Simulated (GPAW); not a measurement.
# AlN (F-43m) in GPAW: a series of runs

The runs below take AlN through equation of state, band structure, with PBE+D4, optPBE-vdW, BLYP.

Everything below comes from runs of GPAW 26.7.0. Logs are shortened: lines on timing, memory, paths and dates and some standing lists are left out, and cuts for length are marked. The log counts tension as positive stress, the text compression.

### Step 1. The structure

It takes space group F-43m (No. 216, cubic). The conventional cell has a = 4.368 Å, b = 4.368 Å, c = 4.368 Å, α = 90.00°, β = 90.00°, γ = 90.00°. Around Al (site symmetry -43m) lie 4 N at 1.89 Å. Around N (site symmetry -43m) lie 4 Al at 1.89 Å.

Measurements of this composition are mostly on another form, of space group No. 186.

### Step 2. Equation of state, PBE+D4

run.py reads:

```python
from ase import Atoms
from ase.calculators.mixing import SumCalculator
from ase.eos import EquationOfState
from ase.io import Trajectory
from ase.units import GPa
from dftd4.ase import DFTD4
from gpaw import GPAW, PW

atoms = Atoms(['Al', 'N'],
              cell=[[0.0, 2.1839935596, 2.1839935596],
                    [2.1839935596, 0.0, 2.1839935596],
                    [2.1839935596, 2.1839935596, 0.0]],
              scaled_positions=[[0.0, 0.0, 0.0],
                                [0.25, 0.25, 0.25]],
              pbc=True)

traj = Trajectory('eos.traj', 'w')
volumes, energies = [], []
for x in [0.94, 0.96, 0.98, 1.0, 1.02, 1.04, 1.06]:
    a = atoms.copy()
    a.set_cell(atoms.cell * x**(1 / 3), scale_atoms=True)
    calc = GPAW(mode=PW(800),
                xc='PBE',
                kpts={'size': (10, 10, 10), 'gamma': True},
                occupations={'name': 'fermi-dirac', 'width': 0.05},
                nbands=11,
                convergence={'density': 1e-05, 'energy': 1e-05},
                maxiter=150,
                txt=f'eos-{x:.2f}.txt')
    a.calc = SumCalculator([calc, DFTD4(method='pbe')])
    energies.append(a.get_potential_energy())
    volumes.append(a.get_volume())
    p = -a.get_stress()[:3].mean() / GPa
    calc.write(f'eos-{x:.2f}.gpw')
    traj.write(a)
    print(f'{x:.2f} {volumes[-1]:10.4f} A^3 {energies[-1]:14.6f} eV {p:9.3f} GPa', flush=True)

v0, e0, B = EquationOfState(volumes, energies, eos='birchmurnaghan').fit()
print(f'V0 = {v0:.4f} A^3, E0 = {e0:.6f} eV, B0 = {B / GPa:.2f} GPa')
```

Potentials or basis: GPAW PAW data sets (gpaw-data 1.2.1), pw.

The run is started by

```bash
OMP_NUM_THREADS=1 python run.py
```

Log:

```text
__  _  _
 | _ |_)|_||  |
 |__||  | ||/\| - 26.7.0

Input parameters:
  mode=PW(ecut=800.0),
  convergence={'density': 1e-05, 'energy': 1e-05},
  kpts=MonkhorstPack(size=(10, 10, 10), gamma=True),
  maxiter=150,
  nbands=11,
  occupations=Occupations(name='fermi-dirac', width=0.05),
  xc=XC(name='PBE')

Diagonalizing LCAO Hamiltonian
Converting LCAO to pw mode

          N
       Al

Atoms  # Å, Bohr magnetons
|   | symbol |        x |        y |        z |    initial magnetic moments |
|---|--------|----------|----------|----------|-----------------------------|
| 0 |     Al | 0.000000 | 0.000000 | 0.000000 | ( 0.0000,  0.0000,  0.0000) |
| 1 |      N | 1.069705 | 1.069705 | 1.069705 | ( 0.0000,  0.0000,  0.0000) |

Unit cell  # Å
| periodic |        x |        y |        z |  lengths |    angles |
|----------|----------|----------|----------|----------|-----------|
|      yes | 0.000000 | 2.139410 | 2.139410 | 3.025582 | 60.000000 |
|      yes | 2.139410 | 0.000000 | 2.139410 | 3.025582 | 60.000000 |
|      yes | 2.139410 | 2.139410 | 0.000000 | 3.025582 | 60.000000 |

Number of symmetries: 24
Symmetry operations  # r_c * U_cc + t_c -> r_c
|    | kind |            matrix            |
|----|------|------------------------------|
|  0 |  E   |  1, 0, 0,  0, 1, 0,  0, 0, 1 |
|  1 |  σ   |  1, 0, 0,  0, 0, 1,  0, 1, 0 |
|  2 |  σ   |  1, 0,-1,  0, 1,-1,  0, 0,-1 |
|  3 |  C3  |  1, 0,-1,  0, 0,-1,  0, 1,-1 |
|  4 |  C3  |  1,-1, 0,  0,-1, 1,  0,-1, 0 |
|  5 |  σ   |  1,-1, 0,  0,-1, 0,  0,-1, 1 |
|  6 |  σ   |  0, 1, 0,  1, 0, 0,  0, 0, 1 |
|  7 |  C3  |  0, 1, 0,  0, 0, 1,  1, 0, 0 |
|  8 |  C2  |  0, 1,-1,  1, 0,-1,  0, 0,-1 |
|  9 |  S4  |  0, 1,-1,  0, 0,-1,  1, 0,-1 |
| 10 |  C3  |  0, 0, 1,  1, 0, 0,  0, 1, 0 |
| 11 |  σ   |  0, 0, 1,  0, 1, 0,  1, 0, 0 |
| 12 |  S4  |  0, 0,-1,  1, 0,-1,  0, 1,-1 |
| 13 |  C3  |  0, 0,-1,  0, 1,-1,  1, 0,-1 |
| 14 |  S4  |  0,-1, 1,  1,-1, 0,  0,-1, 0 |
| 15 |  C2  |  0,-1, 1,  0,-1, 0,  1,-1, 0 |
| 16 |  C3  |  0,-1, 0,  1,-1, 0,  0,-1, 1 |
| 17 |  S4  |  0,-1, 0,  0,-1, 1,  1,-1, 0 |
| 18 |  S4  | -1, 1, 0, -1, 0, 1, -1, 0, 0 |
| 19 |  C3  | -1, 1, 0, -1, 0, 0, -1, 0, 1 |
| 20 |  C3  | -1, 0, 1, -1, 1, 0, -1, 0, 0 |
| 21 |  S4  | -1, 0, 1, -1, 0, 0, -1, 1, 0 |
| 22 |  σ   | -1, 0, 0, -1, 1, 0, -1, 0, 1 |
| 23 |  C2  | -1, 0, 0, -1, 0, 1, -1, 1, 0 |

BZ-sampling:
  Number of BZ points: 1000
  Number of IBZ points: 47

  Monkhorst-Pack size: [10, 10, 10]
  Monkhorst-Pack shift: [0.05, 0.05, 0.05]

K-points  # in reciprocal-cell coordinates
|     |                                coordinates |     weight |
|-----|--------------------------------------------|------------|
|   0 | (  0.00000000,   0.00000000,   0.00000000) | 0.00100000 |
|   1 | (  0.10000000,   0.10000000,   0.00000000) | 0.00600000 |
|   2 | (  0.10000000,   0.10000000,   0.10000000) | 0.00800000 |
|   3 | (  0.20000000,   0.10000000,   0.10000000) | 0.01200000 |
|   4 | (  0.20000000,   0.20000000,   0.00000000) | 0.00600000 |
|   5 | (  0.20000000,   0.20000000,   0.10000000) | 0.02400000 |
|   6 | (  0.20000000,   0.20000000,   0.20000000) | 0.00800000 |
|   7 | (  0.30000000,   0.20000000,   0.10000000) | 0.02400000 |
|   8 | (  0.30000000,   0.20000000,   0.20000000) | 0.02400000 |
|   9 | (  0.30000000,   0.30000000,   0.00000000) | 0.00600000 |
| ... |                                            |            |
|  46 | (  0.50000000,   0.50000000,   0.50000000) | 0.00400000 |

Plane wave coefficients: 1020
Cutoff: 800.0 eV

Spin-components: 1 (collinear spins)
Bands:           11
Projectors:      10
Spin-degeneracy: 2
Datatype:        complex128

Parallelization:
  kpt:    1
  domain: 1
  band:   1

Density:
  Valence electrons: 8.0
  Components: 1
  Grid points: [20 20 20]
  Charge: 0.0  # |e|

Potential:
  Grid points: [20 20 20]

species:
  Al:
    name:    Aluminium
    Z:       13.0
    valence: 3
    core:    10
    charge:  0.0  # [|e|]
    compensation charges:
      type: gauss
      rc: 0.34  # [Å]
      lmax: 2
    cutoffs:
      filter: 1.91  # [Å]
      core: 2.36  # [Å]
    projectors
    | kind |    occ | energy [eV] | rcut [Å] |
    |------|--------|-------------|----------|
    |   3s |  2.000 |      -7.753 |    1.085 |
    |   3p |  1.000 |      -2.712 |    1.085 |
    |    s |        |      19.459 |    1.085 |
    |    p |        |      24.499 |    1.085 |
    |    d |        |       0.000 |    1.085 |

    Using partial waves for Al as LCAO basis

  N:
    name:    Nitrogen
    Z:       7.0
    valence: 5
    core:    2
    charge:  0.0  # [|e|]
    compensation charges:
      type: gauss
      rc: 0.18  # [Å]
      lmax: 2
    cutoffs:
      filter: 1.11  # [Å]
      core: 0.96  # [Å]
    projectors
    | kind |    occ | energy [eV] | rcut [Å] |
    |------|--------|-------------|----------|
    |   2s |  2.000 |     -18.583 |    0.603 |
    |   2p |  3.000 |      -7.089 |    0.529 |
    |    s |        |       8.629 |    0.603 |
    |    p |        |      20.123 |    0.529 |
    |    d |        |       0.000 |    0.577 |

    Using partial waves for N as LCAO basis

Reference energy: -8085.144769  # eV

eigensolver:
  PPCG
  Converge bands: occupied
  niter=2

density mixing:
  MSR1-Mixer
  Pratt-step length: 0.05
  Maximum mixing coefficient: 0.75
  Old densities: 10
  SVD Regularization: 0.005
  Good broyden scale: 1.0
  Trust region scale: 1.0
  Backstep threshold: 4.0
  History deletion threshold: 6.0
  Fourier metric: weight=20.0, sigma=0.015

occupation numbers:
  Fermi-Dirac:
    width: 0.0500  # eV

poisson solver:
  ecut: 6400.0  # eV

xc functional:
  name: PBE with 2 nearest neighbor stencil

convergence criteria:
- Maximum integral of absolute [dens]ity change: 1e-05 electrons / valence electron
- Maximum [total energy] change in last 3 cyles: 1e-05 eV / valence electron
- Maximum integral of absolute [eigenst]ate change: 4e-08 eV^2 / valence electron
maximum number of iterations: 150

SCF iterations
|iter     | |      energy | eigst |  dens |
|---------|-|-------------|-------|-------|
|iter:   1| |  -16.831303 | -0.25 |       |
|iter:   2| |  -16.286230 | -2.25 | -0.55 |
|iter:   3| |  -14.679955 | -0.90 | -0.60 |
|iter:   4| |  -14.693926 | -2.91 | -1.25 |
|iter:   5| |  -14.700956 | -3.32 | -1.55 |
|iter:   6| |  -14.701009 | -5.49 | -2.78 |
|iter:   7| |  -14.701019c| -6.47 | -3.16 |
|iter:   8| |  -14.701019c| -8.66c| -4.40 |
|iter:   9| |  -14.701019c| -8.22c| -4.90 |
|iter:  10| |  -14.701019c| -9.61c| -5.88c|

Converged in 10 steps
Energy contributions relative to reference atoms: (reference = -8085.144769)

Energy contributions:
  Kinetic:          24.666701
  Coulomb:         -20.801780
  Zero:              0.075457
  External:          0.000000
  Xc:              -18.641398
  Entropy:          -0.000000
  Spinorbit:         0.000000
  ----------------------------
  Free energy:     -14.701019
  Extrapolated:    -14.701019

dipole moment: (-8.474147, -8.474147, -8.474147)  # |e|*Ang

Fermi level: 7.560
Eigenvalues  # (at kpt = [0.000, 0.000, 0.000])
| band index |      eig [eV] | occ [0-2] |
|------------|---------------|-----------|
|          0 |        -8.770 |     2.000 |
|          1 |         6.582 |     2.000 |
|          2 |         6.582 |     2.000 |
|          3 |         6.582 |     2.000 |
|          4 |        11.349 |     0.000 |
|          5 |        19.774 |     0.000 |
|          6 |        19.774 |     0.000 |
|          7 |        19.774 |     0.000 |
|          8 |        24.785 |     0.000 |
|          9 |        24.798 |     0.000 |
|         10 |        26.343 |     0.000 |

Gap: 3.335 eV
Transition (v -> c):
  (s=0, k=0, n=3, [0.00, 0.00, 0.00]) -> (s=0, k=41, n=4, [0.50, 0.50, 0.00])
Direct/indirect transitions are different
Direct gap: 4.767 eV
Transition at: (s=0, k=0, n=3, [0.00, 0.00, 0.00])

Stress tensor  # eV/Ang^3
|         x |         y |         z |
|-----------|-----------|-----------|
| -0.130693 | -0.000000 | -0.000000 |
| -0.000000 | -0.130693 |  0.000000 |
| -0.000000 |  0.000000 | -0.130693 |

# Writing to eos-0.94.gpw (mode='')
```

Wall time 84 s (1 thread of AMD EPYC 7B13 (Zen 3), shared host); peak memory 0.22 GiB.

Results:

```yaml
Equilibrium_volume: 10.50 Å³/atom
Bulk_modulus: 200 GPa
Pressure_derivative_of_the_bulk_modulus: 4.7
```

Energy against volume, from the lowest point:
```
volume (Å³/atom)  energy (meV/atom)
           9.792              33.48
          10.001              15.83
          10.209               4.70
          10.417               0.00
          10.626               0.41
          10.834               5.70
          11.042              15.36
```

### Step 3. Equation of state, optPBE-vdW

run.py reads:

```python
from ase.eos import EquationOfState
from ase.io import Trajectory, read
from ase.units import GPa
from gpaw import GPAW, PW

atoms = read('AlN.xyz')

traj = Trajectory('eos.traj', 'w')
volumes, energies = [], []
for x in [0.94, 0.96, 0.98, 1.0, 1.02, 1.04, 1.06]:
    a = atoms.copy()
    a.set_cell(atoms.cell * x**(1 / 3), scale_atoms=True)
    calc = GPAW(mode=PW(800),
                xc={'name': 'optPBE-vdW', 'backend': 'libvdwxc'},
                kpts={'size': (10, 10, 10), 'gamma': True},
                occupations={'name': 'fermi-dirac', 'width': 0.05},
                nbands=11,
                convergence={'density': 1e-05, 'energy': 1e-05},
                maxiter=150,
                txt=f'eos-{x:.2f}.txt')
    a.calc = calc
    energies.append(a.get_potential_energy(force_consistent=True))
    volumes.append(a.get_volume())
    calc.write(f'eos-{x:.2f}.gpw')
    traj.write(a)
    print(f'{x:.2f} {volumes[-1]:10.4f} A^3 {energies[-1]:14.6f} eV', flush=True)

v0, e0, B = EquationOfState(volumes, energies, eos='birchmurnaghan').fit()
print(f'V0 = {v0:.4f} A^3, E0 = {e0:.6f} eV, B0 = {B / GPa:.2f} GPa')
```

AlN.xyz reads:

```xyz
2
Lattice="0.0000000000 2.1839935596 2.1839935596 2.1839935596 0.0000000000 2.1839935596 2.1839935596 2.1839935596 0.0000000000" Properties=species:S:1:pos:R:3 pbc="T T T"
Al     0.0000000000      0.0000000000      0.0000000000
N      1.0919967798      1.0919967798      1.0919967798
```

Potentials or basis: GPAW PAW data sets (gpaw-data 1.2.1), pw.

The run is started by

```bash
OMP_NUM_THREADS=1 python run.py
```

It took 75 s on 1 thread of AMD EPYC 7B13 (Zen 3), shared host; peak memory 0.25 GiB.

It converged, with:

```
Equilibrium volume                      : 10.84 Å³/atom
Bulk modulus                            : 190 GPa
Pressure derivative of the bulk modulus : 4.0 (rough: it moves with the points fitted)
```

Energy against volume, from the lowest point:
```
volume (Å³/atom)  energy (meV/atom)
           9.792              70.73
          10.001              43.83
          10.209              23.75
          10.417              10.23
          10.626               2.51
          10.834               0.00
          11.042               2.22
```

Caveat: the PAW data sets were made with another functional, which shifts forces and pressure a little.

### Step 4. Band structure, BLYP

run.py reads:

```python
from ase.dft.bandgap import bandgap
from ase.io import read, write
from ase.units import GPa
from gpaw import GPAW, PW, setup_paths

setup_paths.insert(0, '.')

atoms = read('AlN.xyz')

calc = GPAW(mode=PW(800),
            xc='BLYP',
            kpts={'size': (10, 10, 10), 'gamma': True},
            occupations={'name': 'fermi-dirac', 'width': 0.05},
            nbands=11,
            convergence={'density': 1e-05, 'energy': 1e-05},
            eigensolver='davidson',
            maxiter=150,
            txt='gpaw.txt')
atoms.calc = calc
energy = atoms.get_potential_energy()
forces = atoms.get_forces()
stress = atoms.get_stress()
calc.write('gs.gpw')
write('result.traj', atoms)
print(f'Energy: {energy:.6f} eV')
print('Forces (eV/A):')
print(forces.round(4))
print('Stress (GPa):', (stress / GPa).round(3))
print('Fermi level:', round(calc.get_fermi_level(), 4), 'eV')
print(f'Gap: {bandgap(calc)[0]:.4f} eV, direct: {bandgap(calc, direct=True)[0]:.4f} eV')

path = atoms.cell.bandpath('GXWKGLUWLK,UX', npoints=80, eps=1e-4)
bs_calc = calc.fixed_density(kpts=path, symmetry='off', nbands=19,
                             convergence={'bands': 'CBM+6.0', 'eigenstates': 1e-6}, txt='bands.txt')
bs = bs_calc.band_structure()
bs.write('bs.json')
print(f'Gap on the path: {bandgap(bs_calc)[0]:.4f} eV')
```

AlN.xyz is that of step 3.

Potentials or basis: PAW data sets generated in the run's folder for this functional, pw.

The run is started by

```bash
gpaw-setup -f BLYP Al N
OMP_NUM_THREADS=1 python run.py
```

gpaw.txt:

```text
__  _  _
 | _ |_)|_||  |
 |__||  | ||/\| - 26.7.0

Input parameters:
  mode=PW(ecut=800.0),
  convergence={'density': 1e-05, 'energy': 1e-05},
  eigensolver=Davidson(niter=2),
  kpts=MonkhorstPack(size=(10, 10, 10), gamma=True),
  maxiter=150,
  nbands=11,
  occupations=Occupations(name='fermi-dirac', width=0.05),
  xc=XC(name='BLYP')

Diagonalizing LCAO Hamiltonian
Converting LCAO to pw mode

           N
       Al

Atoms  # Å, Bohr magnetons
|   | symbol |        x |        y |        z |    initial magnetic moments |
|---|--------|----------|----------|----------|-----------------------------|
| 0 |     Al | 0.000000 | 0.000000 | 0.000000 | ( 0.0000,  0.0000,  0.0000) |
| 1 |      N | 1.091997 | 1.091997 | 1.091997 | ( 0.0000,  0.0000,  0.0000) |

Unit cell  # Å
| periodic |        x |        y |        z |  lengths |    angles |
|----------|----------|----------|----------|----------|-----------|
|      yes | 0.000000 | 2.183994 | 2.183994 | 3.088633 | 60.000000 |
|      yes | 2.183994 | 0.000000 | 2.183994 | 3.088633 | 60.000000 |
|      yes | 2.183994 | 2.183994 | 0.000000 | 3.088633 | 60.000000 |

Number of symmetries: 24
Symmetry operations  # r_c * U_cc + t_c -> r_c
|    | kind |            matrix            |
|----|------|------------------------------|
|  0 |  E   |  1, 0, 0,  0, 1, 0,  0, 0, 1 |
|  1 |  σ   |  1, 0, 0,  0, 0, 1,  0, 1, 0 |
|  2 |  σ   |  1, 0,-1,  0, 1,-1,  0, 0,-1 |
|  3 |  C3  |  1, 0,-1,  0, 0,-1,  0, 1,-1 |
|  4 |  C3  |  1,-1, 0,  0,-1, 1,  0,-1, 0 |
|  5 |  σ   |  1,-1, 0,  0,-1, 0,  0,-1, 1 |
|  6 |  σ   |  0, 1, 0,  1, 0, 0,  0, 0, 1 |
|  7 |  C3  |  0, 1, 0,  0, 0, 1,  1, 0, 0 |
|  8 |  C2  |  0, 1,-1,  1, 0,-1,  0, 0,-1 |
|  9 |  S4  |  0, 1,-1,  0, 0,-1,  1, 0,-1 |
[... 150 lines left out ...]
|iter:   3| |  -13.851656 | -0.91 | -0.57 |
|iter:   4| |  -13.852161 | -2.74 | -1.21 |
|iter:   5| |  -13.856149 | -3.50 | -1.51 |
|iter:   6| |  -13.856188 | -5.02 | -2.73 |
|iter:   7| |  -13.856210c| -5.83 | -3.05 |
|iter:   8| |  -13.856210c| -7.89c| -4.16 |
|iter:   9| |  -13.856211c| -8.87c| -4.70 |
|iter:  10| |  -13.856211c|-10.34c| -5.53c|

Converged in 10 steps
Energy contributions relative to reference atoms: (reference = -8091.030184)

Energy contributions:
  Kinetic:          18.682629
  Coulomb:         -15.798897
  Zero:              0.075656
  External:          0.000000
  Xc:              -16.815599
  Entropy:          -0.000000
  Spinorbit:         0.000000
  ----------------------------
  Free energy:     -13.856211
  Extrapolated:    -13.856211

dipole moment: (-8.558754, -8.558754, -8.558754)  # |e|*Ang

Fermi level: 7.353
Eigenvalues  # (at kpt = [0.000, 0.000, 0.000])
| band index |      eig [eV] | occ [0-2] |
|------------|---------------|-----------|
|          0 |        -8.504 |     2.000 |
|          1 |         6.376 |     2.000 |
|          2 |         6.376 |     2.000 |
|          3 |         6.376 |     2.000 |
|          4 |        10.916 |     0.000 |
|          5 |        19.033 |     0.000 |
|          6 |        19.033 |     0.000 |
|          7 |        19.033 |     0.000 |
|          8 |        24.206 |     0.000 |
|          9 |        24.579 |     0.000 |
|         10 |        25.805 |     0.000 |

Gap: 3.688 eV
Transition (v -> c):
  (s=0, k=0, n=3, [0.00, 0.00, 0.00]) -> (s=0, k=41, n=4, [0.50, 0.50, 0.00])
Direct/indirect transitions are different
Direct gap: 4.540 eV
Transition at: (s=0, k=0, n=3, [0.00, 0.00, 0.00])

Forces  # eV/Ang
|        x |        y |        z |
|----------|----------|----------|
|  0.00000 |  0.00000 |  0.00000 |  # Al   0
| -0.00000 | -0.00000 | -0.00000 |  # N    1

Stress tensor  # eV/Ang^3
|         x |         y |         z |
|-----------|-----------|-----------|
| -0.050326 | -0.000000 | -0.000000 |
| -0.000000 | -0.050326 |  0.000000 |
| -0.000000 |  0.000000 | -0.050326 |

# Writing to gs.gpw (mode='')
```

stdout:

```text
Energy: -13.856211 eV
Forces (eV/A):
[[ 0.  0.  0.]
 [-0. -0. -0.]]
Stress (GPa): [-8.063 -8.063 -8.063  0.    -0.    -0.   ]
Fermi level: 7.3529 eV
Gap: 3.6881 eV, direct: 4.5395 eV
Gap on the path: 3.6881 eV
```

bands.txt:

```text
Diagonalizing LCAO Hamiltonian
Converting LCAO to pw mode
convergence criteria:
- Maximum integral of absolute [eigenst]ate change: 1e-06 eV^2 / valence electron
maximum number of iterations: 150

SCF iterations
|iter     | |      energy | eigst |  dens |
|---------|-|-------------|-------|-------|
|iter:   1| |             | +0.52 |       |
[... 86 lines left out ...]
         [0.40277778, 0.40277778, 0.69444444],
         [0.38888889, 0.38888889, 0.72222222],
         [0.375     , 0.375     , 0.75      ],
         [0.625     , 0.25      , 0.625     ],
         [0.59375   , 0.1875    , 0.59375   ],
         [0.5625    , 0.125     , 0.5625    ],
         [0.53125   , 0.0625    , 0.53125   ],
         [0.5       , 0.        , 0.5       ]])),
  maxiter=150,
  nbands=19,
  occupations=Occupations(name='fermi-dirac', width=0.05),
  symmetry=Symmetry(point_group=False, time_reversal=False),
  xc=XC(name='BLYP')
```

It took 24 s on 1 thread of AMD EPYC 7B13 (Zen 3), shared host; peak memory 0.2 GiB.

What came out:

- Free energy: -13.8562 eV
- Pressure: 8.1 GPa
- Band gap on the k mesh: 3.69 eV, indirect (least direct gap 4.54 eV)
- Band gap along the path: 3.69 eV, indirect (least direct gap 4.54 eV)

Levels at the corners of the path, in eV from the valence-band top:
```tsv
point	band 1	band 2	band 3	band 4	band 5	band 6
Γ	-14.88	0.00	0.00	0.00	4.54	12.66
X	-12.23	-4.83	-1.74	-1.74	3.69	8.81
W	-12.18	-3.74	-3.34	-2.59	6.34	11.69
K	-12.25	-4.19	-3.52	-1.34	5.49	10.29
Γ	-14.88	0.00	0.00	0.00	4.54	12.66
L	-12.86	-5.72	-0.47	-0.47	7.59	10.19
U	-12.25	-4.19	-3.52	-1.34	5.49	10.29
W	-12.18	-3.74	-3.34	-2.59	6.34	11.69
L	-12.86	-5.72	-0.47	-0.47	7.59	10.19
K	-12.25	-4.19	-3.52	-1.34	5.49	10.29
U	-12.25	-4.19	-3.52	-1.34	5.49	10.29
X	-12.23	-4.83	-1.74	-1.74	3.69	8.81
```

### Step 5. Overview

```tsv
task	level	potentials or basis	eigensolver	band path	band points	V0 of scaled cells (Å³/atom)	B0 (GPa)
equation of state	PBE+D4	GPAW PAW data sets (gpaw-data 1.2.1), pw	-	-	-	10.50	200
equation of state	optPBE-vdW	GPAW PAW data sets (gpaw-data 1.2.1), pw	-	-	-	10.84	190
band structure	BLYP	PAW data sets generated in the run's folder for this functional, pw	davidson	GXWKGLUWLK,UX	80	-	-
```

Alike in all rows: no spin polarisation; cell as given; k mesh 10 × 10 × 10; cutoff (eV) 800; smearing fermi-dirac 0.05 eV.

Caveats: the PAW data sets were made with another functional, which shifts forces and pressure a little (some runs).

Absolute energies hang on the potentials; compare differences alone.
